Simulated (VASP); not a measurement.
Wanted: the native input for a VASP 6.6.1 run.

```
Task                   : dielectric tensor
Functional             : PBE
Potentials or basis    : VASP PAW PBE potentials, release 64 (Ge_d, Mg)
Cutoff                 : 520 eV
k mesh                 : 8 × 8 × 8
Occupations            : gaussian, width 0.02 eV
Spin                   : no spin polarisation
Further INCAR settings : ALGO = Normal; EDIFF = 1e-08
```

The structure of Mg2Ge lies in POSCAR:

```
Mg2Ge
1.0
    0.0000000000      3.1890000000      3.1890000000
    3.1890000000      0.0000000000      3.1890000000
    3.1890000000      3.1890000000      0.0000000000
Ge Mg
1 2
Direct
    0.0000000000      0.0000000000      0.0000000000
    0.7500000000      0.7500000000      0.7500000000
    0.2500000000      0.2500000000      0.2500000000
```

One way to write it, as run:

INCAR

```
SYSTEM = Mg2Ge
PREC = Accurate
ENCUT = 520
EDIFF = 1E-8
ISMEAR = 0
SIGMA = 0.02
LREAL = .False.
LASPH = .True.
NELM = 100
ALGO = Normal
ISIF = 2
LWAVE = .False.
LCHARG = .False.
GGA = PE
LEPSILON = .True.
```

KPOINTS

```
Automatic mesh
0
Gamma
  8 8 8
  0 0 0
```

Potentials or basis: VASP PAW PBE potentials, release 64 (Ge_d, Mg).

The run is started by

```sh
$ cat potpaw_PBE.64/Ge_d/POTCAR potpaw_PBE.64/Mg/POTCAR > POTCAR
$ mpirun -np 1 vasp_std > vasp.out
```

It gave:

```yaml
Band_gap_on_the_k_mesh: 0.14 eV, indirect (least direct gap 1.06 eV)
Electronic_dielectric_tensor_diagonal: 19.34
Born_charges_mean_of_the_diagonal: Ge -3.73; Mg +1.86 e
```

Caveat: the gap is small at this level, which inflates the dielectric constant.

It took 3.1 min on 1 thread of Intel(R) Xeon(R) 6975P-C (Granite Rapids), on a shared host, peak memory 0.34 GiB.
